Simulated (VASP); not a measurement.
CaF2 (Fluorite):

```
Ca F
1.0
     0.00000    2.73100    2.73100
     2.73100    0.00000    2.73100
     2.73100    2.73100    0.00000
Ca F
1 2
Direct
  0.00000 0.00000 0.00000
  0.25000 0.25000 0.25000
  0.75000 0.75000 0.75000
```

```yaml
Program: VASP 6.6.1
Task: relaxation of cell and atoms
Functional: LDA
Potentials_or_basis: VASP PAW LDA potentials, release 64 (Ca_sv, F)
Cutoff: 600 eV
k_mesh: 8 × 8 × 8
Occupations: gaussian, width 0.03 eV
Spin: no spin polarisation
```

At the start: pressure -6.2 GPa; volume 13.58 Å³/atom.

Question: How do energy, volume and symmetry change on relaxing?

Answer: Over 3 steps the energy falls by 19.5 meV/atom and the volume is 12.64 Å³/atom (-6.9 %); space group Fm-3m (No. 225, to 0.05 Å).

The path:
```
step  energy change (eV)  largest force (eV/Å)  pressure (GPa)  volume (Å³)
   1              0.0000                0.0000           -6.23        40.74
   2             -0.0581                0.0000            0.60        37.70
   3             -0.0585                0.0000           -0.01        37.92
```

Final structure:
```cif
data_structure
_symmetry_space_group_name_H-M 'P 1'
_symmetry_Int_Tables_number 1
_cell_length_a 3.7710
_cell_length_b 3.7710
_cell_length_c 3.7710
_cell_angle_alpha 60.000
_cell_angle_beta 60.000
_cell_angle_gamma 60.000
_cell_volume 37.92
loop_
_atom_site_label
_atom_site_type_symbol
_atom_site_fract_x
_atom_site_fract_y
_atom_site_fract_z
_atom_site_occupancy
Ca1 Ca 0.00000 0.00000 0.00000 1
F1 F 0.25000 0.25000 0.25000 1
F2 F 0.75000 0.75000 0.75000 1
```
